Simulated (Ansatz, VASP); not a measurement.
W: VASP beside Ansatz

File INCAR:

```
PREC     = Accurate       # precision mode
ENCUT    = 520            # plane-wave cutoff, eV
EDIFF    = 1E-6           # SCF threshold, eV
ISMEAR   = -1             # smearing method
SIGMA    = 0.05           # smearing width, eV
LREAL    = False          # projectors in reciprocal space
LASPH    = True           # aspherical terms in the spheres
NELM     = 150            # most SCF steps
ALGO     = Normal         # electronic algorithm
ISIF     = 2              # what is computed and relaxed
LWAVE    = False          # write WAVECAR
LCHARG   = False          # write CHGCAR
LNONCOLLINEAR= True           # non-collinear magnetism
MAGMOM   = 0 0 0          # initial moments
LORBIT   = 11             # projections on sites
LSORBIT  = True           # spin-orbit coupling
GGA_COMPAT= False        
LORBMOM  = True         
LMAXMIX  = 4              # l up to which the mixer works
GGA      = PS             # functional
NBANDS   = 25             # bands
```

Contents of KPOINTS:

```
Automatic mesh
0
Gamma
  12 12 12
```

Contents of POSCAR:

```
W
1.0
   -1.5500431812      1.5500431812      1.5500431812
    1.5500431812     -1.5500431812      1.5500431812
    1.5500431812      1.5500431812     -1.5500431812
W
1
Direct
    0.0000000000      0.0000000000      0.0000000000
```

File input.yaml:

```yaml
crystal:
  lattice:
    - [-1.5500431812, 1.5500431812, 1.5500431812]
    - [1.5500431812, -1.5500431812, 1.5500431812]
    - [1.5500431812, 1.5500431812, -1.5500431812]
  atoms:
    - { symbol: W, position: [0.0, 0.0, 0.0] }
hamiltonian:
  xc: pbesol
  pseudopotentials: { kind: paw_fr }
magnetization:
  noncollinear: true
  spin_orbit: true
kpoints:
  mp_grid: { grid: [12, 12, 12] }
scf:
  occupations: { method: fermi_dirac, width: 0.05 }
output:
  forces: true
  stress: true
  eigenvalues: true
  write_density: true
  write_potential: true
  elf: true
  volumetric_format: npy
```

Alike in both runs: task single point; functional PBEsol; k mesh 12 × 12 × 12; occupations fermi-dirac, width 0.05 eV; non-collinear spin, spin-orbit coupling.

```csv
,VASP,Ansatz
version,VASP 6.6.1,Ansatz 0.2.0
potentials or method,"VASP PAW PBE potentials, release 64 (W_sv)",Ansatz PAW
plane-wave cutoff (eV),520,420
valence electrons in the cell,14,14
```

Ansatz gave:

| Quantity | Value |
| --- | --- |
| gap on the k mesh at the Fermi level (eV) | none |
| pressure (GPa) | 19.1 |
| net moment per atom (μB) | 0.00 |

**Question.** Which values does VASP return?

**Answer.** gap on the k mesh at the Fermi level (eV): none; pressure (GPa): 20.1; net moment per atom (μB): 0.00.

A gap of «none» marks a metal or a gap that the smearing closes.

Caveats: so large a pressure means that the cell lies far from this level's equilibrium, or that cutoff or potentials fall short (VASP); the potentials were made for another functional, which shifts forces and pressure (VASP); the PAW data sets come from PBE, with cores solved anew for the run's functional, which leaves a small shift of forces and pressure (Ansatz).
